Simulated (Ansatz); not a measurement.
Zn under changes of volume

One of the cells (15.451 Å³/atom); the others are scaled copies at fixed shape and fractional positions:

```xyz
1
Lattice="-1.5690 1.5690 1.5690 1.5690 -1.5690 1.5690 1.5690 1.5690 -1.5690" Properties=species:S:1:pos:R:3 pbc="T T T"
Zn    0.0000    0.0000    0.0000
```

This isn't the form of Zn at room conditions, which is hcp.

| Quantity | Value |
| --- | --- |
| Program | Ansatz 0.2.0 |
| Functional | PBE |
| Potentials or basis | Ansatz PAW |
| Cutoff | 420 eV (not typed: the program's choice for these potentials) |
| k mesh | 12 × 12 × 12 |
| Occupations | fermi-dirac, width 0.05 eV |
| Spin | no spin polarisation |

| volume (Å³/atom) | energy over the lowest point (meV/atom) | pressure (GPa) |
| --- | --- | --- |
| 14.524 | ? | ? |
| 14.833 | 3.86 | 2.4 |
| 15.142 | 0.66 | 0.9 |
| 15.451 | 0.00 | -0.3 |
| 15.760 | 1.67 | -1.5 |
| 16.069 | 5.44 | -2.5 |
| 16.378 | 10.98 | -3.4 |

Problem. What does the run at 14.524 Å³/atom give?

Solution. Energy over the lowest point 9.87 meV/atom; pressure 4.0 GPa.

Worked out: A Birch-Murnaghan fit of order 3 (a polynomial in V^(-2/3)) to the other rows has its minimum at 15.38 Å³/atom with B0 = V·E''(V) = 61 GPa and B' = 4.7. It gives 9.99 meV/atom at 14.524 Å³/atom, against the run's 9.87, and -dE/dV = 4.0 GPa, against 4.0.

Energies are extrapolated to zero smearing.
